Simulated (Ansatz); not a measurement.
## Cu: pressure against volume, fitted

```
CELL_PARAMETERS angstrom
0.00000 1.80750 1.80750
1.80750 0.00000 1.80750
1.80750 1.80750 0.00000
ATOMIC_POSITIONS crystal
Cu 0.00000 0.00000 0.00000
```

The cell is COD entry 5000216, as deposited and not checked against the literature; nothing was relaxed.

The calculation used Ansatz 0.2.0, DFT, PBE, all-electron LAPW, scalar-relativistic.

Numerical set-up: a Γ-centred 19×19×19 k mesh, Fermi–Dirac smearing of 0.08 eV, basis error target 0.25 meV/atom, no spin polarisation.

The cell is scaled evenly. Fractional coordinates are held (clamped ions).

```tsv
V (Å³/atom)	P (GPa)
11.102	12.48
11.108	12.37
11.338	8.45
11.456	6.60
11.574	4.87
11.692	3.23
11.810	1.69
11.929	0.24
12.047	-1.13
12.165	-2.42
12.519	-5.84
```

**Question.** Fit a third-order Birch–Murnaghan curve to the pressures.

**Answer.** P = (3B0/2)(y^(7/2) − y^(5/2))[1 + (3/4)(B0′ − 4)(y − 1)] with y = (V0/V)^(2/3) fits within 0.01 GPa for V0 = 11.949 Å³/atom, B0 = 141.0 GPa and B0′ = 5.05.

**Question.** Predict the pressure at the withheld volume, 12.283 Å³/atom.

**Answer.** There y = 0.9818, so the fit gives -3.63 GPa; the run gave -3.63 GPa.
